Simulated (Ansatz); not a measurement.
Crystal: ZrC.

```
CELL_PARAMETERS angstrom
3.39148 0.00000 0.00000
-1.69574 2.93710 0.00000
0.00000 0.00000 5.29005
ATOMIC_POSITIONS crystal
Zr 0.66667 0.33333 0.75000
Zr 0.33333 0.66667 0.25000
C 0.00000 0.00000 0.50000
C 0.00000 0.00000 0.00000
```

The cell comes from a database or a generator and needn't be the stable form of this composition.

Base run:

- Program: Ansatz 0.2.0
- Functional: LDA
- Potentials or basis: Ansatz PAW
- Cutoff: 420 eV (not typed: the program's choice for these potentials)
- k mesh: 9 × 9 × 5
- Occupations: fermi-dirac, width 0.05 eV
- Spin: no spin polarisation

Its results: band gap on the k mesh none (metal or under the smearing width); pressure -11.8 GPa.

**Question.** The run is repeated on the same cell with these changes: functional from LDA to r2SCAN; cutoff from 420 eV (not typed: the program's choice for these potentials) to 500 eV (not typed: the program's choice for these potentials). What comes out?

**Answer.** Band gap on the k mesh none (metal or under the smearing width); pressure -2.3 GPa.

Caveats: the PAW data sets come from PBE, with cores solved anew for the run's functional, which leaves a small shift of forces and pressure.
